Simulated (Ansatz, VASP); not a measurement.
## Hf3H in VASP and in Ansatz

```
Hf H
1.0
     3.12407    0.00000    0.00000
    -1.56203    2.70552    0.00000
     0.00000    0.00000   24.10158
Hf H
3 1
Direct
  0.66667 0.33333 0.35267
  0.33333 0.66667 0.45242
  0.00000 0.00000 0.55633
  0.33333 0.66667 0.60082
```

Alike in both runs: functional PBEsol; k mesh 9 × 9 × 1; occupations gaussian, width 0.1 eV; no spin polarisation.

Ansatz relaxed the structure, and its values are those at the end. VASP's run is a single point on that final structure, the one shown.

|  | VASP | Ansatz |
| --- | --- | --- |
| version | VASP 6.6.1 | Ansatz 0.2.0 |
| potentials or method | VASP PAW PBE potentials, release 64 (Hf_pv, H) | scalar-relativistic, plane waves, PAW |
| plane-wave cutoff (eV) | 520 | 420 |
| valence electrons in the cell | 31 | 79 |

|  | VASP | Ansatz | Ansatz less VASP |
| --- | --- | --- | --- |
| gap on the k mesh at the Fermi level (eV) | none | none | - |
| rms of the force components (eV/Å) | 0.005 | 0.008 | +0.0029 |
| work function, face that differs most (eV) | 4.24 | 4.44 | +0.199 |

A gap of «none» marks a metal or a gap that the smearing closes. The two sets of potentials don't hold the same shells in valence.

Caveats: the PAW data sets were made with another functional, which shifts forces and pressure a little (VASP). Spin-orbit coupling is left out, which matters for the levels of Hf.
